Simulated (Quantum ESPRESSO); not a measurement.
Runs of Quantum ESPRESSO 7.5 on GaN. The structure is cubic, space group Fm-3m (No. 225). The conventional cell has a = 4.270 Å, b = 4.270 Å, c = 4.270 Å, α = 90.00°, β = 90.00°, γ = 90.00°. Ga (site symmetry m-3m) is surrounded by 6 N at 2.14 Å. N (site symmetry m-3m) has 6 Ga at 2.14 Å as nearest neighbours. Measurements of this composition are mostly on another form, of space group No. 186.

```tsv
task	level	potentials or basis	k mesh	cutoff (eV)	symmetry	SCF threshold	form of the LDA correlation	gap on the mesh (eV)	pressure (GPa)	V0 of scaled cells (Å³/atom)	B0 (GPa)
equation of state	r2SCAN	SG15 PBE 1.2	8 × 8 × 8	1197	off	1e-08 Ry	-	-	-	9.38	249
equation of state	PBEsol	GBRV 1.5 PBEsol	11 × 11 × 11	762	-	4e-10 Ry	-	-	-	9.42	(c)
single point	PBE	SSSP 1.3 efficiency PBE	11 × 11 × 11	952	-	4e-10 Ry	-	0.54	(a)	-	-
band structure	LDA	GBRV 1.5 LDA	11 × 11 × 11	762	-	4e-10 Ry	PZ81	0.34	(b)	-	-
band structure	r2SCAN	SG15 PBE 1.2	8 × 8 × 8	1197	off	1e-08 Ry	-	0.47	-8.5	-	-
```

Alike in all rows: no spin polarisation; cell as given; smearing fermi-dirac 0.05 eV.

**Question.** Estimate the missing entries.

**Answer.** (a) -0.7; (b) -12.8; (c) 233.

Caveats: the potentials were made for another functional, which shifts forces and pressure (some runs); an odd mesh through Γ misses points on the zone boundary, where band edges often lie (some runs); the mesh misses the band edges, which the band path finds closer together (some runs).

A k mesh can miss the band edges, and the runs leave out spin-orbit coupling on Ga.

The runs don't all hold the same shells in valence.
